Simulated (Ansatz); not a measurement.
TaS2: single point with PBE

Crystal: TaS2.

```xyz
3
Lattice="3.3500 0.0000 0.0000 -1.6750 2.9012 0.0000 0.0000 0.0000 5.8600" Properties=species:S:1:pos:R:3 pbc="T T T"
Ta    0.0000    0.0000    0.0000
S     1.6750    0.9671    4.3950
S     0.0000    1.9341    1.4650
```

```yaml
Program: Ansatz 0.2.0
Task: single point
Functional: PBE
Potentials_or_basis: Ansatz PAW
Cutoff: "420 eV (not typed: the program's choice for these potentials)"
k_mesh: 9 × 9 × 5
Occupations: gaussian, width 0.015 eV
Spin: no spin polarisation
```

| Item | Value |
| --- | --- |
| Pressure | 9.1 GPa |
| Largest force | 1.252 eV/Å |
| Band gap on the k mesh | none (metal or under the smearing width) |

Forces on the atoms (eV/Å):
```
Ta   0.000  0.000  0.000
S    0.000  0.000 -1.252
S    0.000  0.000  1.252
```

Stress tensor (GPa, compression positive):
```
 7.46  0.00  0.00
 0.00  7.46  0.00
 0.00  0.00 12.51
```

Levels at points of the mesh, in eV from the Fermi level:
| k point | band 10 | band 11 | band 12 | band 13 | band 14 | band 15 | band 16 | band 17 |
| --- | --- | --- | --- | --- | --- | --- | --- | --- |
| (0.00, 0.00, 0.00) | -1.34 | -0.80 | -0.80 | 0.03 | 0.03 | 0.28 | 4.09 | 4.09 |

It took 1.2 s on 2 threads of AMD EPYC 9R14 (Zen 4), with other jobs on the host, peak memory 0.4 GiB.

Caveat: this functional lacks dispersion, which binds the layers, so the pressure and a relaxed spacing across them are unreliable; forces of over 1 eV/Å show positions far from the minimum, so gaps and moduli don't describe the material at rest. The run has no spin-orbit coupling, so splittings on Ta are missing.
